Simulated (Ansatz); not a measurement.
# ZnS (NiAs type): independent-particle optics, part 3 of 3

Aim: the dielectric function of ZnS (NiAs type) in the independent-particle picture, and how it depends on the functional and on the gap. Plan: HSE06 for the gap; optics with PBE on 12×12×4; optics with r2SCAN on 12×12×4; optics with LDA on 12×12×4; optics with PBE and scissors to the HSE06 gap on 12×12×4.

Ansatz 0.2.0; plane waves, PAW; no local fields, no excitons. Earlier steps stand in the parts before.

**5. Optics, LDA**

File input.yaml:

```yaml
crystal:
  lattice:
    - [3.5895904813, 0.0, 0.0]
    - [-1.7947952406, 3.108676546, 0.0]
    - [0.0, 0.0, 5.879997321]
  atoms:
    - { symbol: Zn, position: [0.0, 0.0, 0.0] }
    - { symbol: Zn, position: [0.0, 0.0, 0.5] }
    - { symbol: S, position: [0.3333333333, 0.6666666667, 0.25] }
    - { symbol: S, position: [0.6666666667, 0.3333333333, 0.75] }
kpoints:
  mp_grid: { grid: [12, 12, 4] }
hamiltonian:
  xc: lda
scf:
  occupations: { method: fixed }
output:
  optics: { e_range: [0, 12], de: 0.05, sigma: 0.1, bands: auto }
```

Launch:

```bash
> ansatz run input.yaml --threads 4 --pin off --max-ram 3686MiB --backend cpu --events-out ev --progress --plain --runs-dir out
```

Standard output:

```text
Warning: RAYON_NUM_THREADS=4 ignored (pool sized by the plan → 4); use --threads N
Engine: ansatz 0.2.0, aarch64-unknown-linux-gnu
Pseudopotentials: kind: paw
Pseudopotential: Zn, paw, valence charge 12, recommended cutoff 420 eV (normal), Zn.paw.azcp
Pseudopotential: S, paw, valence charge 6, recommended cutoff 420 eV (normal), S.paw.azcp
Functional definition: SPW92
  exchange = slater_x
  correlation = pw_c
Crystal: 4 atoms, lattice volume = 65.614 Å³
Basis set: ecut = 420 eV, 1285 PW (Γ)
Bands: 22, of which v1, the nominal top of the filled ones, is band 18 counted from 1 (17 counted from 0)
Symmetry: 24 space group operations
Space group: P63/mmc (ITA 194), of the structure as read, at distance tolerance 4.0e-5 Å
k-points: 57 of 576
Non-local potential: Zn, projectors of the file, l = 0: 2, l = 1: 2, l = 2: 3, l = 3: 1
Non-local potential: S, projectors of the file, l = 0: 2, l = 1: 2, l = 2: 2
PAW form: soft (Blöchl's): semilocal exchange-correlation on the pseudo side does not see the compensation charge
PAW frozen core: Zn, regenerated for the run's functional, and the local potential with it (the file was generated under x = pbe(κ = 0.804, μ = 0.2195149727645171), c = pbe(β = 0.06672455060314922))
PAW frozen core: S, regenerated for the run's functional, and the local potential with it (the file was generated under x = pbe(κ = 0.804, μ = 0.2195149727645171), c = pbe(β = 0.06672455060314922))
PAW one-centre angular grid: Zn, 590 points (default); XC on 64 Gauss nodes
PAW one-centre angular grid: S, 110 points (default); XC on 64 Gauss nodes
Initial density: superposition of atomic densities (neutral atoms: chi_scale 0, normalization atom), corrected by the library's trained network
Initial wavefunctions: pseudopotential atomic-orbital guess
Functional: x = slater, c = lda
SCF iter   1: F=—  HF=-8233.615852 eV  |F-HF|=—  |Δ(HF+E_count)|=         —  Δρ=7.62e-3  dr2=2.17e-2  ethr=1.77e-3  ⟨swp⟩=4.9  Hψ=5089  notcnv=0  defer=112
preconditioner: auto → Resta (q_TF=auto, 2.469 Å⁻¹)  ε∞=8.1  [insulator: Δε(μ)=0.077 eV  Ē_g=10.350 eV  n_scr=22 (ndim 8)  ℏωp=27.5 eV  f_vac=0.000  ε∞_Penn≈8.1]
SCF iter   2: F=—  HF=-8233.610944 eV  |F-HF|=—  |Δ(HF+E_count)|=   4.91e-3  Δρ=3.06e-3  dr2=5.70e-3  ethr=6.02e-5  ⟨swp⟩=2.0  Hψ=2731  notcnv=0  defer=114
SCF iter   3: F=—  HF=-8233.609482 eV  |F-HF|=—  |Δ(HF+E_count)|=   1.46e-3  Δρ=2.14e-3  dr2=1.57e-3  ethr=1.58e-5  ⟨swp⟩=2.0  Hψ=2262  notcnv=0  defer=114
SCF iter   4: F=—  HF=-8233.608929 eV  |F-HF|=—  |Δ(HF+E_count)|=   5.53e-4  Δρ=2.71e-4  dr2=3.08e-5  ethr=4.35e-6  ⟨swp⟩=2.0  Hψ=2275  notcnv=0  defer=114
SCF iter   5: F=—  HF=-8233.608930 eV  |F-HF|=—  |Δ(HF+E_count)|=   9.84e-7  Δρ=4.85e-5  dr2=2.38e-6  ethr=8.57e-8  ⟨swp⟩=2.0  Hψ=2273  notcnv=0
SCF iter   6: F=—  HF=-8233.608931 eV  |F-HF|=—  |Δ(HF+E_count)|=   1.01e-6  Δρ=2.44e-5  dr2=3.61e-7  ethr=6.62e-9  ⟨swp⟩=2.1  Hψ=2264  notcnv=0
SCF iter   7: F=—  HF=-8233.608931 eV  |F-HF|=—  |Δ(HF+E_count)|=   1.18e-7  Δρ=4.91e-6  dr2=2.54e-8  ethr=1.00e-9  ⟨swp⟩=2.2  Hψ=2171  notcnv=0
SCF iter   8: F=—  HF=-8233.608931 eV  |F-HF|=—  |Δ(HF+E_count)|=   4.77e-9  Δρ=1.23e-6  dr2=1.19e-9  ethr=7.05e-11  ⟨swp⟩=2.3  Hψ=1961  notcnv=0
SCF iter   9: F=—  HF=-8233.608931 eV  |F-HF|=—  |Δ(HF+E_count)|=  2.36e-11  Δρ=3.00e-7  dr2=4.16e-11  ethr=3.31e-12  ⟨swp⟩=2.5  Hψ=2230  notcnv=0
SCF iter  10: F=-8233.608931 eV  HF=-8233.608931 eV  |F-HF|=0.00e0  |Δ(HF+E_count)|=  7.28e-12  Δρ=2.62e-8  dr2=5.73e-13  ethr=1.00e-12  ⟨swp⟩=4.1  Hψ=4051  notcnv=0
SCF 1 converged in 10 iterations: F = -8233.608931 eV  dr2 = 5.73e-13
NSCF: frozen V_eff on 57 k-points
Optics k sum: 0 of 57 k-points
[...]
output.optics: what the bands over the 81 summed would add to eps1, eps2 and the energy-loss function is held between a lower and an upper bound (6 Lanczos steps). eps1, eps2 and their loss function (loss_summed_bands) are given on every row as the summed bands alone make them. Along an axis, on a row where the two bounds hold the loss function to about 1 % of the greater of itself and 0.5 % of |1/eps|, its cell (loss_completed) is given, with the completed eps1 and eps2 that it is formed of (a cell that is left empty reads nan in the table and null in the record). The two bounds hold it so along every axis on all 241 rows up to 12.000 eV. The run works to bound the rows up to 35.791 eV and no higher ones: a peak of the loss function over that energy may be left empty with no warning. To have the run work for it, set output.optics.bands.spectra_wanted_up_to to a higher energy. perfect_screening_sum, loss_f_sum_n_eff and, beside carriers, perfect_screening_limit are those of loss_summed_bands: over the bounded function the two sums would run over rows that are not all bounded, and lack what the bands left out lay past the top of the energy grid. Bounded is said of the bands left out alone, which are those that the basis at basis.ecutwfc holds: it says nothing of that cutoff, of the k-point mesh, of what the sum inside its cells errs by (eps2_relative_error), of the factors of all_electron_strengths, nor of how far the SCF is converged. The bands left out are taken at the k-points, and what their mean over the points' cells stands off that by is in neither bound: the run's estimate of it, which the test of a row counts in, is 0.00 % of |eps| at the most among the values given; where the mean stood off by over 0.5 % the points' spread read 0.1 to 3 times that
SCF converged after 10 iterations
Free energy (F): -8233.608931 eV
Harris-Foulkes:  -8233.608931 eV  (|F-HF|=0.00e0)
Internal energy: -8233.608931 eV  (E = F + TS)
E sigma→0 (E₀):  -8233.608931 eV
Fermi energy:    8.117032 eV
--- Per-component energies (eV) ---
  E_band       = 78.887099
  E_kinetic    = 477.585744
  E_local      = -3675.751138  (includes V_loc(G=0)·N_el)
  E_nonlocal   = 1297.885324
  E_hartree    = 1538.675719
  E_xc         = -462.608379
  E_vxc        = -281.533986  (∫ρ·V_xc dr)
  E_paw        = -4655.669220  (= ΣΔE_a)
  E_vpaw       = -816.649540  (= ΣTr[D̂ρ^β])
  E_aug_tail   = -0.000757  (compensation charges beyond the density's cutoff)
  E_ewald      = -2757.146901
  E_core_change = 3.420678  (= ΣΔE_core)
  E_smearing   = -0.000000  (= −TS)
  E_closure    = -0.000000  (closes the sum)
  Σ components = -8233.608931   (vs F -8233.608931, Δ=0.00e0)
--- Band table (eV; the first three rows and the last of 57) ---
  k-point 0: bands = ["-5.7845", "-4.0685", "0.7952", "1.2407", "1.2407", "1.3147", "1.6077", "1.6077", "1.6222", "1.6222", "1.8309", "1.8309", "2.7871", "7.3945", "7.3945", "7.4981", "8.0087", "8.0087", "9.4666", "11.5973", "14.5809", "14.5809"]
  k-point 1: bands = ["-5.5996", "-4.4242", "1.1492", "1.2983", "1.2983", "1.3635", "1.5736", "1.5736", "1.6320", "1.6320", "1.7831", "1.7831", "3.0456", "6.1095", "7.5082", "7.5082", "7.9424", "7.9424", "10.6028", "11.7132", "14.5424", "14.5424"]
  k-point 2: bands = ["-5.0871", "-5.0871", "1.4168", "1.4168", "1.4392", "1.4392", "1.4392", "1.4392", "1.6970", "1.6970", "1.6970", "1.6970", "4.2339", "4.2339", "7.7492", "7.7492", "7.7492", "7.7492", "11.6303", "11.6303", "14.7654", "14.7654"]
  k-point 56: bands = ["-3.8029", "-3.8029", "1.2699", "1.2699", "1.4916", "1.4916", "1.5198", "1.5198", "1.7180", "1.7180", "2.0462", "2.0462", "2.8917", "2.8917", "3.9125", "3.9125", "7.7111", "7.7111", "11.6394", "11.6394", "12.4302", "12.4302"]
```

Wall time 98 s (4 threads of Arm Neoverse N1, shared host); peak memory 1.2 GiB.

optics.tsv begins:

```
# eps_inf(xx yy zz) = 11.618502 11.618502 12.846001
# eps_inf_bands = all
# eps_inf_summed_bands(xx yy zz) = 11.574608 11.574608 12.802166
# eps_inf_completed(xx yy zz) = 11.618502 11.618502 12.846001
# eps2_relative_error = 0.0008
# eps_inf_relative_error = 0.0037
# f_sum_n_eff(xx yy zz) = 20.918961 20.918961 20.927395 of n_electrons = 36.000000
# n_bands = 81
# n_bands_set_by = photon_energy
# valid_up_to_ev = 46.475624
# least_direct_gap_ev = 1.457924e0 at k(fractional) = 0.000000 0.000000 0.000000, k_point = 0, channel = 0, bands = 17 18 (counted from 0)
```

The dielectric function from optics.tsv (yy equals xx), one row in 14 (narrow peaks fall between the rows):

```tsv
E (eV)	ε₂ xx	ε₂ zz	ε₁ xx	ε₁ zz
1.45	0.01	0.00	13.97	15.43
2.15	6.80	2.24	22.00	24.76
2.85	9.64	21.31	9.21	8.16
3.55	10.57	15.27	9.78	3.24
4.25	15.34	14.76	8.59	-0.94
4.95	8.72	6.54	-1.18	1.98
5.65	12.21	11.77	4.05	5.33
6.35	7.15	10.81	-0.19	0.10
7.05	9.32	8.88	-1.90	-2.78
7.75	6.51	5.76	-3.34	-4.38
8.45	4.70	4.43	-3.08	-2.98
9.15	3.52	3.41	-3.14	-2.36
9.85	2.64	2.75	-2.53	-2.21
10.55	1.95	2.17	-2.24	-2.44
11.25	1.58	1.46	-1.62	-1.75
11.95	1.50	1.46	-1.30	-1.23
```

Tallest peaks of ε₂ (mean of the periodic axes): 17.4 at 2.65 eV, 16.4 at 4.50 eV, 13.8 at 5.80 eV.

**6. Optics, PBE + 1.25 eV scissors**

The scissors of 1.251 eV comes from the difference of HSE06 and PBE direct gaps in separate runs.

input.yaml: that of step 5 with these lines changed.

```diff
@@ -13,3 +13,3 @@
 hamiltonian:
-  xc: lda
+  xc: pbe
 scf:
@@ -17,2 +17,7 @@
 output:
-  optics: { e_range: [0, 12], de: 0.05, sigma: 0.1, bands: auto }
+  optics:
+    e_range: [0, 12]
+    de: 0.05
+    sigma: 0.1
+    bands: auto
+    scissors: 1.251
```

Launch:

```bash
> ansatz run input.yaml --threads 4 --pin off --max-ram 3686MiB --backend cpu --events-out ev --progress --plain --runs-dir out
```

Standard output:

```text
Warning: RAYON_NUM_THREADS=4 ignored (pool sized by the plan → 4); use --threads N
Engine: ansatz 0.2.0, aarch64-unknown-linux-gnu
Pseudopotentials: kind: paw
Pseudopotential: Zn, paw, valence charge 12, recommended cutoff 420 eV (normal), Zn.paw.azcp
Pseudopotential: S, paw, valence charge 6, recommended cutoff 420 eV (normal), S.paw.azcp
Functional definition: PBE
  parameter kappa = 0.804
  parameter beta = 0.06672455060314922
  exchange = pbe_x(kappa = kappa, mu = beta*pi^2/3)
  correlation = pbe_c(beta = beta)
Crystal: 4 atoms, lattice volume = 65.614 Å³
Basis set: ecut = 420 eV, 1285 PW (Γ)
Bands: 22, of which v1, the nominal top of the filled ones, is band 18 counted from 1 (17 counted from 0)
Symmetry: 24 space group operations
Space group: P63/mmc (ITA 194), of the structure as read, at distance tolerance 4.0e-5 Å
k-points: 57 of 576
Non-local potential: Zn, projectors of the file, l = 0: 2, l = 1: 2, l = 2: 3, l = 3: 1
Non-local potential: S, projectors of the file, l = 0: 2, l = 1: 2, l = 2: 2
PAW form: soft (Blöchl's): semilocal exchange-correlation on the pseudo side does not see the compensation charge
PAW one-centre angular grid: Zn, 590 points (default); XC on 64 Gauss nodes
PAW one-centre angular grid: S, 110 points (default); XC on 64 Gauss nodes
Initial density: superposition of atomic densities (neutral atoms: chi_scale 0, normalization atom), corrected by the library's trained network
Initial wavefunctions: pseudopotential atomic-orbital guess
Functional: x = pbe(κ = 0.804, μ = 0.2195149727645171), c = pbe(β = 0.06672455060314922)
SCF iter   1: F=—  HF=-8444.096851 eV  |F-HF|=—  |Δ(HF+E_count)|=         —  Δρ=2.47e-3  dr2=5.86e-3  ethr=1.77e-3  ⟨swp⟩=4.9  Hψ=5097  notcnv=0  defer=112
preconditioner: auto → Resta (q_TF=auto, 2.469 Å⁻¹)  ε∞=8.0  [insulator: Δε(μ)=0.423 eV  Ē_g=10.418 eV  n_scr=22 (ndim 8)  ℏωp=27.5 eV  f_vac=0.000  ε∞_Penn≈8.0]
SCF iter   2: F=—  HF=-8444.096070 eV  |F-HF|=—  |Δ(HF+E_count)|=   7.81e-4  Δρ=1.15e-3  dr2=9.06e-4  ethr=1.63e-5  ⟨swp⟩=2.2  Hψ=2781  notcnv=0  defer=114
SCF iter   3: F=—  HF=-8444.095978 eV  |F-HF|=—  |Δ(HF+E_count)|=   9.27e-5  Δρ=5.86e-4  dr2=2.81e-4  ethr=2.52e-6  ⟨swp⟩=2.0  Hψ=2281  notcnv=0  defer=114
SCF iter   4: F=—  HF=-8444.095902 eV  |F-HF|=—  |Δ(HF+E_count)|=   7.58e-5  Δρ=2.25e-4  dr2=3.51e-5  ethr=7.80e-7  ⟨swp⟩=2.0  Hψ=2184  notcnv=0  defer=76
SCF iter   5: F=—  HF=-8444.095898 eV  |F-HF|=—  |Δ(HF+E_count)|=   3.26e-6  Δρ=6.36e-5  dr2=2.62e-6  ethr=9.74e-8  ⟨swp⟩=2.1  Hψ=2215  notcnv=0
SCF iter   6: F=—  HF=-8444.095899 eV  |F-HF|=—  |Δ(HF+E_count)|=   3.27e-7  Δρ=1.10e-5  dr2=7.86e-8  ethr=7.29e-9  ⟨swp⟩=2.0  Hψ=2082  notcnv=0
SCF iter   7: F=—  HF=-8444.095899 eV  |F-HF|=—  |Δ(HF+E_count)|=   7.03e-8  Δρ=4.27e-6  dr2=8.57e-9  ethr=2.18e-10  ⟨swp⟩=2.0  Hψ=2272  notcnv=0
SCF iter   8: F=—  HF=-8444.095899 eV  |F-HF|=—  |Δ(HF+E_count)|=   6.25e-9  Δρ=6.21e-7  dr2=2.81e-10  ethr=2.38e-11  ⟨swp⟩=2.0  Hψ=2245  notcnv=0
SCF iter   9: F=—  HF=-8444.095899 eV  |F-HF|=—  |Δ(HF+E_count)|=  4.18e-10  Δρ=1.50e-7  dr2=2.17e-11  ethr=1.00e-12  ⟨swp⟩=2.0  Hψ=2280  notcnv=0
SCF iter  10: F=-8444.095899 eV  HF=-8444.095899 eV  |F-HF|=1.82e-12  |Δ(HF+E_count)|=  2.00e-11  Δρ=2.86e-8  dr2=8.63e-13  ethr=1.00e-12  ⟨swp⟩=3.8  Hψ=3793  notcnv=0
SCF 1 converged in 10 iterations: F = -8444.095899 eV  dr2 = 8.63e-13
NSCF: frozen V_eff on 57 k-points
Optics k sum: 0 of 57 k-points
[...]
output.optics: what the bands over the 80 summed would add to eps1, eps2 and the energy-loss function is held between a lower and an upper bound (6 Lanczos steps). eps1, eps2 and their loss function (loss_summed_bands) are given on every row as the summed bands alone make them. Along an axis, on a row where the two bounds hold the loss function to about 1 % of the greater of itself and 0.5 % of |1/eps|, its cell (loss_completed) is given, with the completed eps1 and eps2 that it is formed of (a cell that is left empty reads nan in the table and null in the record). The two bounds hold it so along every axis on all 241 rows up to 12.000 eV. The run works to bound the rows up to 35.791 eV and no higher ones: a peak of the loss function over that energy may be left empty with no warning. To have the run work for it, set output.optics.bands.spectra_wanted_up_to to a higher energy. perfect_screening_sum, loss_f_sum_n_eff and, beside carriers, perfect_screening_limit are those of loss_summed_bands: over the bounded function the two sums would run over rows that are not all bounded, and lack what the bands left out lay past the top of the energy grid. Bounded is said of the bands left out alone, which are those that the basis at basis.ecutwfc holds: it says nothing of that cutoff, of the k-point mesh, of what the sum inside its cells errs by (eps2_relative_error), of the factors of all_electron_strengths, nor of how far the SCF is converged. The bands left out are taken at the k-points, and what their mean over the points' cells stands off that by is in neither bound: the run's estimate of it, which the test of a row counts in, is 0.00 % of |eps| at the most among the values given; where the mean stood off by over 0.5 % the points' spread read 0.1 to 3 times that
SCF converged after 10 iterations
Free energy (F): -8444.095899 eV
Harris-Foulkes:  -8444.095899 eV  (|F-HF|=1.82e-12)
Internal energy: -8444.095899 eV  (E = F + TS)
E sigma→0 (E₀):  -8444.095899 eV
Fermi energy:    8.377489 eV
--- Per-component energies (eV) ---
  E_band       = 91.964971
  E_kinetic    = 476.809222
  E_local      = -3665.463266  (includes V_loc(G=0)·N_el)
  E_nonlocal   = 1291.284758
  E_hartree    = 1540.852365
  E_xc         = -467.900617
  E_vxc        = -278.162219  (∫ρ·V_xc dr)
  E_paw        = -4862.530710  (= ΣΔE_a)
  E_vpaw       = -814.207542  (= ΣTr[D̂ρ^β])
  E_aug_tail   = -0.000750  (compensation charges beyond the density's cutoff)
  E_ewald      = -2757.146901
  E_smearing   = -0.000000  (= −TS)
  E_closure    = -0.000000  (closes the sum)
  Σ components = -8444.095899   (vs F -8444.095899, Δ=0.00e0)
--- Band table (eV; the first three rows and the last of 57) ---
  k-point 0: bands = ["-5.5262", "-3.8480", "1.1856", "1.6534", "1.6534", "1.7437", "2.0339", "2.0339", "2.0470", "2.0470", "2.2558", "2.2558", "3.1841", "7.6610", "7.6610", "7.7607", "8.2728", "8.2728", "9.9561", "12.0284", "14.9850", "14.9850"]
  k-point 1: bands = ["-5.3438", "-4.1923", "1.5477", "1.7123", "1.7123", "1.7911", "1.9963", "1.9963", "2.0581", "2.0581", "2.2081", "2.2081", "3.4232", "6.4238", "7.7743", "7.7743", "8.2066", "8.2066", "11.0492", "12.1454", "14.9461", "14.9461"]
  k-point 2: bands = ["-4.8399", "-4.8399", "1.8374", "1.8374", "1.8570", "1.8570", "1.8570", "1.8570", "2.1228", "2.1228", "2.1228", "2.1228", "4.5735", "4.5735", "8.0142", "8.0142", "8.0142", "8.0142", "12.0690", "12.0690", "15.1727", "15.1727"]
  k-point 56: bands = ["-3.5813", "-3.5813", "1.6809", "1.6809", "1.9075", "1.9075", "1.9352", "1.9352", "2.1441", "2.1441", "2.4606", "2.4606", "3.2591", "3.2591", "4.2407", "4.2407", "7.9815", "7.9815", "12.0870", "12.0870", "12.8612", "12.8612"]
```

It took 98 s on 4 threads of Arm Neoverse N1, shared host; peak memory 1.2 GiB.

From the head of optics.tsv:

```
# eps_inf(xx yy zz) = 8.519818 8.519818 9.238712
# eps_inf_bands = all
# eps_inf_summed_bands(xx yy zz) = 8.475742 8.475742 9.194741
# eps_inf_completed(xx yy zz) = 8.519818 8.519818 9.238712
# eps2_relative_error = 0.0008
# eps_inf_relative_error = 0.0037
# f_sum_n_eff(xx yy zz) = 20.752540 20.752540 20.748365 of n_electrons = 36.000000
# n_bands = 80
# n_bands_set_by = photon_energy
# valid_up_to_ev = 47.090910
# least_direct_gap_ev = 1.683291e0 at k(fractional) = 0.000000 0.000000 0.000000, k_point = 0, channel = 0, bands = 17 18 (counted from 0)
```

The dielectric function from optics.tsv (yy equals xx), one row in 12 (narrow peaks fall between the rows):

```
E (eV)  ε₂ xx  ε₂ zz  ε₁ xx  ε₁ zz
  2.95   0.01   0.00  12.33  13.52
  3.55   5.02   1.47  19.07  21.30
  4.15   9.88  22.40   8.92  10.76
  4.75  10.56  16.69  10.32   5.50
  5.35  11.96  13.68  10.01   4.73
  5.95  19.32   8.39   2.43  -2.06
  6.55   8.19   6.90   1.31   3.12
  7.15  14.32  12.64   1.35   3.43
  7.75   7.12  11.20  -0.25  -0.18
  8.35   9.61   8.83  -1.48  -2.65
  8.95   7.21   6.88  -3.34  -4.28
  9.55   5.50   4.54  -3.71  -3.47
 10.15   4.35   3.87  -3.31  -3.52
 10.75   3.20   3.17  -3.02  -2.93
 11.35   2.64   2.88  -2.56  -2.32
 11.95   1.92   2.10  -2.33  -2.64
```

Tallest peaks of ε₂ (mean of the periodic axes): 15.3 at 4.05 eV, 15.7 at 5.90 eV, 13.8 at 7.20 eV.

**7. Comparison**

```tsv
level	mesh	least direct gap on the mesh (eV)	ε∞	tallest peak of ε₂	time
PBE	12×12×4	1.68	10.62 (xx, yy), 11.65 (zz)	15.7 at 4.65 eV	98 s
r2SCAN	12×12×4	2.38	8.75 (xx, yy), 9.49 (zz)	14.2 at 6.45 eV	2.4 min
LDA	12×12×4	1.46	11.62 (xx, yy), 12.85 (zz)	17.4 at 2.65 eV	98 s
PBE + 1.25 eV scissors	12×12×4	2.93	8.52 (xx, yy), 9.24 (zz)	15.7 at 5.90 eV	98 s
```

**8. Summary of results**

What follows sums up all 3 parts.

```
                                  quantity                       value
                                   ε∞, PBE  10.62 (xx, yy), 11.65 (zz)
                                ε∞, r2SCAN    8.75 (xx, yy), 9.49 (zz)
                                   ε∞, LDA  11.62 (xx, yy), 12.85 (zz)
                ε∞, PBE + 1.25 eV scissors    8.52 (xx, yy), 9.24 (zz)
                   tallest peak of ε₂, PBE             15.7 at 4.65 eV
                tallest peak of ε₂, r2SCAN             14.2 at 6.45 eV
                   tallest peak of ε₂, LDA             17.4 at 2.65 eV
tallest peak of ε₂, PBE + 1.25 eV scissors             15.7 at 5.90 eV
                          HSE06 direct gap                     2.93 eV
```

In words: From LDA to PBE + 1.25 eV scissors the direct gap grows from 1.46 to 2.93 eV, and ε∞ goes from 12.03 to 8.76 (mean of the axes): a wider gap screens less. The response is anisotropic: with PBE ε∞ is 10.62 (xx, yy), 11.65 (zz). Local fields and excitons are left out: both change ε∞, and without excitons the onset lacks its lines.
